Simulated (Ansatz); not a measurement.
Relaxed CsI (CsCl type):

```yaml
crystal:
  lattice:
    - [9.01499, 0.00000, 0.00000]
    - [0.00000, 4.50750, 0.00000]
    - [0.00000, 0.00000, 4.50750]
  atoms:
    - { symbol: Cs, position: [0.00000, 0.00000, 0.00000] }
    - { symbol: Cs, position: [0.50000, 0.00000, 0.00000] }
    - { symbol: I, position: [0.25000, 0.50000, 0.50000] }
    - { symbol: I, position: [0.75000, 0.50000, 0.50000] }
```

All values below come from PBEsol (plane waves to 420 eV, PAW, scalar-relativistic; Ansatz, an electronic-structure program). k mesh 3×6×6 (Γ-centred), Fermi-Dirac smearing 0.05 eV. CsI was relaxed with its symmetry unable to fall. Spin-orbit coupling is left out, though I is heavy.

One atom of the cell was then moved (with its periodic images), all else fixed, and the forces (eV/Å) came out as:

```csv
atom,Fx,Fy,Fz
Cs1,-0.577,-0.496,-0.496
Cs2,0.017,-0.066,-0.066
I3,0.796,0.579,0.579
I4,-0.236,-0.017,-0.017
```

Problem. Which atom was moved, and by which vector (Å)?

Solution. I3, by (-0.36, -0.36, -0.36), 0.62 Å in all.

(For displaced atoms, the force is minus the slope of the energy, and its curvature is a force constant, which sets phonon frequencies.)
